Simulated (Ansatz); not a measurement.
# HfO₂: ¹⁷⁹Hf nuclear quadrupole resonance

Cell: a computed structure from the Materials Project (it need not be an observed phase), atoms as given.

```cif
data_HfO2
_symmetry_space_group_name_H-M 'P2_1/c'
_symmetry_Int_Tables_number 14
_cell_length_a 5.0942
_cell_length_b 5.1506
_cell_length_c 5.2762
_cell_angle_alpha 90.000
_cell_angle_beta 99.559
_cell_angle_gamma 90.000
loop_
_atom_site_label
_atom_site_type_symbol
_atom_site_symmetry_multiplicity
_atom_site_Wyckoff_symbol
_atom_site_fract_x
_atom_site_fract_y
_atom_site_fract_z
Hf Hf 4 e 0.2761 0.4581 0.7079
O5 O 4 e 0.4480 0.7425 0.9786
O9 O 4 e 0.0684 0.3308 0.3463
```

One atom of each set is listed.

Level of theory: DFT, PBE, plane waves and PAW (field gradients read without the response of the frozen cores, which leaves them typically 4 to 6 % off), scalar-relativistic, 420 eV cutoff, Γ-centred 5×5×5 k-points, Fermi–Dirac smearing 0.02 eV (Ansatz 0.2.0).

¹⁷⁹Hf: I = 9/2, Q = 3793 mb (year-2017 value). Static lattice, zero field.

(1) The simulated lines lie at 50.1, 86.5, 131.8, 176.1 MHz. What are |C_Q|, η and |V_zz| at Hf?

Answers

(1) For I = 9/2 and η = 0 the lines are |C_Q|/24 times 1, 2, 3 and 4; η shifts the lowest up most. Here |C_Q| = 1058 MHz, η = 0.13 and |V_zz| = 11.53 × 10²¹ V/m². The calculation gives V_zz positive; the lines don't show the sign. The site has 7 O at 2.03–2.24 Å.

At this cell the PBE pressure is 9 GPa, so with PBE the cell would grow if it were relaxed. The entry's cell may itself be off. Without spin–orbit coupling the gradients at and beside Hf can be off by some per cent, at some sites by more.

The run took 22 s of wall time (22 s of CPU time) and 0.65 GiB at its peak, on 1 thread of AMD EPYC 9R14 (Zen 4) (x86_64; 16 cores open to the job, memory cap 3.0 GiB, no GPU), a shared host with a load of 0.1 a core.
